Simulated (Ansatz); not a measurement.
# Al2O3 (Corundum) in Ansatz: the effect of functional

Crystal: Al2O3 (Corundum).

```
Al O
1.0
     2.38025    1.37424    4.33187
    -2.38025    1.37424    4.33187
     0.00000   -2.74848    4.33187
Al O
4 6
Cartesian
  0.0000 0.0000 11.0743
  0.0000 0.0000 8.4191
  0.0000 0.0000 1.9213
  0.0000 0.0000 4.5765
  -1.6503 -0.1099 5.4148
  0.7300 1.4841 5.4148
  0.9203 -1.3742 5.4148
  1.6503 0.1099 7.5808
  -0.7300 -1.4841 7.5808
  -0.9203 1.3742 7.5808
```

Alike in all runs:

```yaml
Program: Ansatz 0.2.0
Task: projected density of states
Potentials_or_basis: Ansatz PAW
k_mesh: 7 × 7 × 7
Occupations: fermi-dirac, width 0.05 eV
Spin: no spin polarisation
```

One run gave: gap on the mesh 6.48 eV; pressure 11.3 GPa; largest force 0.04 eV/Å. Which functional did it use?
A. r2SCAN
B. BLYP
C. LDA
D. PBEsol
E. RPBE

B.

```csv
functional,cutoff,gap on the mesh (eV),pressure (GPa),largest force (eV/Å)
LDA,420 eV (not typed: the program's choice for these potentials),6.16,-5.3,0.11
PBEsol,420 eV (not typed: the program's choice for these potentials),6.11,1.7,0.08
RPBE,420 eV (not typed: the program's choice for these potentials),6.31,12.6,0.04
revPBE,420 eV (not typed: the program's choice for these potentials),6.29,11.3,0.04
BLYP,420 eV (not typed: the program's choice for these potentials),6.48,11.3,0.04
r2SCAN,500 eV (not typed: the program's choice for these potentials),7.11,-0.2,0.06
```

Caveats: odd divisions of the mesh miss points on the zone boundary, where band edges often lie, so the gap on the mesh can be too wide; the PAW data sets come from PBE, with cores solved anew for the run's functional, which leaves a small shift of forces and pressure; the density of states is complete only up to the lowest level of the last band computed.

A k mesh can miss the band edges.

Runs at the PBE level aren't shown here.
